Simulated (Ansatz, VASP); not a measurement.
## One calculation of SnO2, two programs

```
Sn O
1.0
     4.64668    0.00000    0.00000
     0.00000    4.64704    0.00000
     0.00000    0.00000    3.18405
Sn O
2 4
Direct
  0.50000 0.50000 0.50000
  0.00000 0.00000 0.00000
  0.30531 0.30543 0.00000
  0.80531 0.19457 0.50000
  0.19469 0.80543 0.50000
  0.69469 0.69457 0.00000
```

Alike in both runs: functional PBE; k mesh 6 × 6 × 8; occupations gaussian, width 0.02 eV; no spin polarisation.

Ansatz relaxed the structure, and its values are those at the end. VASP's run is a single point on that final structure, the one shown.

|  | VASP | Ansatz |
| --- | --- | --- |
| version | VASP 6.6.1 | Ansatz 0.2.0 |
| potentials or method | VASP PAW PBE potentials, release 64 (Sn_d, O) | scalar-relativistic, plane waves, PAW |
| plane-wave cutoff (eV) | 520 | 420 |
| valence electrons in the cell | 52 | 52 |

|  | VASP | Ansatz | Ansatz less VASP |
| --- | --- | --- | --- |
| gap on the k mesh at the Fermi level (eV) | 1.66 | 1.67 | +0.008 |
| least direct gap on the mesh (eV) | 1.66 | 1.67 | +0.008 |
| pressure (GPa) | 20.8 | 20.0 | -0.79 |
| rms of the force components (eV/Å) | 0.006 | 0.000 | -0.0060 |

Caveats: so large a pressure means that the cell lies far from this level's equilibrium, or that cutoff or potentials fall short (VASP); spin-orbit coupling is left out, which moves the levels of the heavy elements. A hybrid or GW would open this gap; PBE tends to underestimate it.
